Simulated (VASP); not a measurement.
## From VASP inputs to Ansatz: AlGaN2 (distorted ordered alloy on zincblende lattice)

INCAR

```
NBANDS = 21
NELM = 120
LELF = .TRUE.
IBRION = -1
SIGMA = 0.02
LASPH = .TRUE.
NSW = 0
ENCUT = 520
ISIF = 2
LWAVE = .FALSE.
LREAL = .FALSE.
ISMEAR = -1
GGA = PS
LCHARG = .TRUE.
PREC = Accurate
EDIFF = 1E-7
```

KPOINTS

```
KPOINTS created by Atomic Simulation Environment
0
Gamma
8 8 8
0 0 0
```

POSCAR

```
Al Ga N
 1.0000000000000000
     1.6368000000000000    0.9228000000000000    5.2454000000000001
    -1.4617000000000000    0.9445000000000000    5.1879999999999997
     0.1063000000000000   -1.7558000000000000    5.1970000000000001
 Al  Ga  N
   1   1   2
Cartesian
  1.6072603400000001  0.8935491900000000  5.2618199600000013
  0.0749344300000001  0.0611160400000000  7.7858944399999999
  0.0970697499999999  0.0348360000000000  5.7934854399999995
  0.2727263800000001  0.0926435500000000 13.6671602399999994
```

VASP ran with the recommended PBE PAW datasets (26 valence electrons in the cell).

Q: Write an Ansatz input for this cell and level of theory.

A: 

```yaml
crystal:
  lattice:
    - [1.6368, 0.9228, 5.2454]
    - [-1.4617, 0.9445, 5.188]
    - [0.1063, -1.7558, 5.197]
  atoms:
    - { symbol: Al, position: [0.9859, 0.0053, 0.0121] }
    - { symbol: Ga, position: [0.4781, 0.5202, 0.4963] }
    - { symbol: "N", position: [0.3671, 0.3718, 0.3731] }
    - { symbol: "N", position: [0.8821, 0.8649, 0.8761] }
kpoints:
  mp_grid: { grid: [8, 8, 8] }
hamiltonian:
  xc: pbesol
scf:
  occupations: { method: fermi_dirac, width: 0.02 }
  n_extra_bands: 5
output:
  forces: true
  stress: true
  eigenvalues: true
```

Other inputs would serve too.

```csv
,VASP,Ansatz
gap between bands v and c on the k mesh,2.40 eV,2.38 eV
least direct gap on the k mesh,2.40 eV,2.38 eV
pressure,3.7 GPa,3.9 GPa
largest force,2.14 eV/Å,2.18 eV/Å
```

Each program uses its own PAW datasets. VASP's cell holds 26 valence electrons and Ansatz's 26. Ansatz's stress includes a Pulay correction; VASP's doesn't.
